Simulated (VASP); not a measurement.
Re: relaxation of cell and atoms with PBE+D3(BJ)

Re:

```
Re
1.0
     2.75368    0.00000    0.00000
    -1.37684    2.38476    0.00000
     0.00000    0.00000    4.46193
Re
2
Direct
  0.33333 0.66667 0.25000
  0.66667 0.33333 0.75000
```

* Program: VASP 6.6.1
* Task: relaxation of cell and atoms
* Functional: PBE
* Dispersion: D3(BJ)
* Potentials or basis: VASP PAW PBE potentials, release 64 (Re)
* Cutoff: 600 eV
* k mesh: 15 × 15 × 8
* Occupations: methfessel-paxton, width 0.1 eV
* Spin: no spin polarisation
* Further INCAR settings: ALGO = Normal; EDIFF = 1e-07; IBRION = 2; EDIFFG = -0.005; NSW = 90; ISIF = 3

```
Relaxed volume                         : 14.65 Å³/atom
Relaxed cell                           : a = 2.754 Å, b = 2.754 Å, c = 4.462 Å, α = 90.00°, β = 90.00°, γ = 120.00°
Space group after relaxing (to 0.05 Å) : P6_3/mmc (No. 194)
Energy gained by relaxing              : 0.0 meV/atom
Ionic steps                            : 3
Pressure after relaxing                : 0.0 GPa
Band gap on the k mesh                 : none (metal or under the smearing width)
Dispersion energy per atom             : -0.658 eV
```

Final structure:
```
CELL_PARAMETERS angstrom
2.75378 0.00000 0.00000
-1.37689 2.38485 0.00000
0.00000 0.00000 4.46210
ATOMIC_POSITIONS crystal
Re 0.33333 0.66667 0.25000
Re 0.66667 0.33333 0.75000
```

Levels at points of the mesh, in eV from the Fermi level:
```tsv
k point	band 4	band 5	band 6	band 7	band 8	band 9	band 10	band 11
(0.00, 0.00, 0.00)	-1.56	-1.56	-0.72	-0.72	0.24	0.24	0.61	3.41
(0.00, 0.00, 0.50)	-2.39	-1.68	-1.68	-1.68	-1.68	2.59	2.59	2.59
```

Wall time 58 s on 1 thread of Intel(R) Xeon(R) 6975P-C (Granite Rapids) (shared host), peak memory 0.21 GiB.

Caveat: pairwise dispersion overbinds metals, which lowers pressure and volume. The run has no spin-orbit coupling, so splittings on Re are missing.
